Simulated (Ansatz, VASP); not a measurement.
## Sb: VASP beside Ansatz

The input INCAR:

```
PREC = Accurate
ENCUT = 520
EDIFF = 1E-6
ISMEAR = 0
SIGMA = 0.1
LREAL = F
LASPH = T
NELM = 100
ALGO = Normal
ISIF = 2
LWAVE = F
LCHARG = F
GGA = PE
NBANDS = 12
```

Contents of KPOINTS:

```
regular mesh
0
Gamma
  6 6 6
```

POSCAR

```
Sb
1.0
   -3.0414989757      3.0414989757      1.6591938356
    3.0414989757     -3.0414989757      1.6591938356
    3.0414989757      3.0414989757     -1.6591938356
Sb
2
Direct
    0.0000000000      0.0000000000      0.0000000000
    0.7500000000      0.2500000000      0.5000000000
```

Input for Ansatz:

```yaml
crystal:
  lattice:
    - [-3.0414989757, 3.0414989757, 1.6591938356]
    - [3.0414989757, -3.0414989757, 1.6591938356]
    - [3.0414989757, 3.0414989757, -1.6591938356]
  atoms:
    - { symbol: Sb, position: [0.0, 0.0, 0.0] }
    - { symbol: Sb, position: [0.75, 0.25, 0.5] }
basis:
  ecutwfc: 420
kpoints:
  mp_grid: { grid: [6, 6, 6] }
hamiltonian:
  xc: pbe
scf:
  occupations: { method: gaussian, width: 0.1 }
  lower_state_search: "off"
output:
  forces: true
  stress: true
  eigenvalues: true
```

Alike in both runs: task single point; functional PBE; k mesh 6 × 6 × 6; occupations gaussian, width 0.1 eV; no spin polarisation.

```csv
,VASP,Ansatz
version,VASP 6.6.1,Ansatz 0.2.0
potentials or method,"VASP PAW PBE potentials, release 64 (Sb)","scalar-relativistic, plane waves, PAW"
plane-wave cutoff (eV),520,420
valence electrons in the cell,10,30
```

VASP gave:

```
gap on the k mesh at the Fermi level (eV)       : none
pressure (GPa)                                  : -1.7
largest component of the traceless stress (GPa) : 0.05
```

Question: Estimate Ansatz's values.

Answer: gap on the k mesh at the Fermi level (eV): none; pressure (GPa): -1.6; largest component of the traceless stress (GPa): 0.07.

A gap of «none» marks a metal or a gap that the smearing closes. The functional is the same, so the differences come from potentials, cutoffs and numerics. The two sets of potentials don't hold the same shells in valence.

The runs have no spin-orbit coupling, so splittings on Sb are missing.
